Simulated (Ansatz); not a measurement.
## Sc in Ansatz: convergence with cutoff

Sc:

```
CELL_PARAMETERS angstrom
3.20196 0.00000 0.00000
1.50211 2.84414 0.00000
1.54899 0.92645 2.67418
ATOMIC_POSITIONS crystal
Sc 0.00000 0.00000 0.00000
```

This isn't the form of Sc at room conditions, which is hcp.

* Program: Ansatz 0.2.0
* Task: convergence study
* Functional: PBE
* Potentials or basis: all-electron LAPW, scalar-relativistic
* Cutoff: 80 eV
* Density cutoff: 320 eV
* Basis error allowed: 0.001 eV/atom
* k mesh: 10 × 10 × 10
* Occupations: fermi-dirac, width 0.05 eV
* Spin: no spin polarisation

These are the settings of the first run; the series varies cutoff, with any setting tied to it.

Hardware: 1 thread of Intel(R) Xeon(R) Processor @ 2.50GHz (Skylake/Cascade Lake) (shared host).

```csv
cutoff,"energy less the tightest run, at zero smearing (meV/atom)",pressure (GPa),SCF cycles,CPU time (s),peak memory (GiB)
80 eV,15.71,0.89,6,37,0.36
110 eV,2.04,0.76,6,38,0.39
140 eV,0.31,0.75,6,41,0.41
180 eV,0.01,0.74,6,45,0.46
230 eV,0.00,0.74,6,65,0.55
290 eV,0.00,0.74,6,79,0.69
360 eV,0.00,0.74,6,120,0.94
450 eV,0.00,0.74,6,170,1.4
560 eV,0.00,0.74,6,240,2
```

Against the tightest run, the energy stays within 1 meV/atom from 140 eV on; the pressure stays within 0.1 GPa from 110 eV on. The tightest run that finished is the yardstick and may itself not be fully converged.
